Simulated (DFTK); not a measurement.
Runs of DFTK 0.8.2 on Ge. The structure is tetragonal, space group I4/mmm (No. 139). The conventional cell has a = 3.217 Å, b = 3.217 Å, c = 3.746 Å, α = 90.00°, β = 90.00°, γ = 90.00°. Ge (site symmetry 4/mmm) has 12 Ge at 2.95 to 3.22 Å as nearest neighbours. The cell was built by a generator and needn't be a form met in nature.

| level | gap on the mesh (eV) | pressure (GPa) |
| --- | --- | --- |
| BLYP | none | 5.6 |
| WC | none | (b) |
| AM05 | none | -3.5 |
| RPBE | none | 3.7 |
| PBEsol | none | -3.1 |
| r2SCAN | none | -2.6 |
| LDA | none | (a) |

Alike in all rows: task single point; potentials or basis SG15 1.2 (PBE); no spin polarisation; cell as given; k mesh 12 × 12 × 12; cutoff (eV) 1225; smearing fermi-dirac 0.05 eV.

**Question.** Fill in the values left out.

**Answer.** (a) -6.6; (b) -2.7.

Caveats: the potentials were made for another functional, which shifts forces and pressure.

A k mesh can miss the band edges, and the runs leave out spin-orbit coupling on Ge.

A gap of «none» marks a metal or a gap under the smearing width.

Runs at the PBE level aren't shown here.
